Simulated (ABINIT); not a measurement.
Input of an ABINIT 10.8.3 (patched build) run:

File run.abi:

```
# Datasets: ground state, then fixed potential
ndtset 2

# Pseudopotentials
pp_dirpath "./"
pseudos "Al.GGA_PBE-JTH.xml, N.GGA_PBE-JTH.xml"

# Structure
acell 5.882717426 5.882717426 9.4127258268
rprim
     1.0000000000     0.0000000000     0.0000000000
    -0.5000000000     0.8660254038     0.0000000000
     0.0000000000     0.0000000000     1.0000000000
ntypat 2
znucl 13 7
natom 4
typat 1 1 2 2
xcart
     2.9413587133     1.6981942446     4.7063629134
    -0.0000000003     3.3963884896     0.0000000000
     2.9413587133     1.6981942446     8.2831987275
    -0.0000000003     3.3963884896     3.5768358142

# Plane-wave basis
ecut 25.0
pawecutdg 47.0

# Exchange and correlation
ixc -120135

# Bands and occupations
occopt 3
tsmear 0.00183747

# SCF cycle
nstep 100

# Output
iomode 3
prtwf 0
prteig 0
prtebands 0
enunit 2
prtden1 1

# Dataset 1
kptopt1 1
ngkpt1 10 10 6
nshiftk1 1
shiftk1 0.0 0.0 0.0
nband1 12
tolvrs1 1.0e-9

# Dataset 2: bands along G-M-K-G-A-L-H-A
iscf2 -2
getden2 1
nband2 16
nbdbuf2 2
tolwfr2 1.0e-12
kptopt2 -7
ndivsm2 6
prteig2 1
prtvol2 -3
kptbounds2
     0.0000000000     0.0000000000     0.0000000000
     0.5000000000     0.0000000000     0.0000000000
     0.3333333333     0.3333333333     0.0000000000
     0.0000000000     0.0000000000     0.0000000000
     0.0000000000     0.0000000000     0.5000000000
     0.5000000000     0.0000000000     0.5000000000
     0.3333333333     0.3333333333     0.5000000000
     0.0000000000     0.0000000000     0.5000000000
```

Potentials or basis: JTH PAW PBE v2.0.

The run is started by

```bash
$ abinit run.abi > log 2>&1
```

Question: Estimate the band gap on the k mesh.

Answer: 4.18 eV, direct.

Question: Estimate the largest force.

Answer: 0.137 eV/Å.

Forces in eV/Å, atoms in the order of the input:
```
Al   0.000  0.000 -0.137
Al   0.000  0.000 -0.137
N    0.000  0.000  0.137
N    0.000  0.000  0.137
```

Caveat: the PAW data sets were made with another functional, which shifts forces and pressure a little.

**The experiment to reproduce.**

“Structural and optical properties of self-assembled AlN nanowires grown on SiO2/Si substrates by molecular beam epitaxy”, 2024, arxiv:2402.00216 quotes, for a bulk crystal of AlN at 0 K: band gap 6.0343 eV (an exciton energy, a little under the gap).

Against the measured gap of AlN, 6.0343 eV (an exciton energy, a little under the gap; 0 K; quoted in “Structural and optical properties of self-assembled AlN nanowires grown on SiO2/Si substrates by molecular beam epitaxy”, 2024, arxiv:2402.00216), the calculated 4.18 eV is off by -1.85 eV. 2 values of this kind are on record (6.034 to 6.0343 eV); this one was drawn at random. The value is that of AM05 on a finite k mesh, which can miss the band edges, without temperature or zero-point motion. Semilocal functionals fall short of measured gaps as a rule.
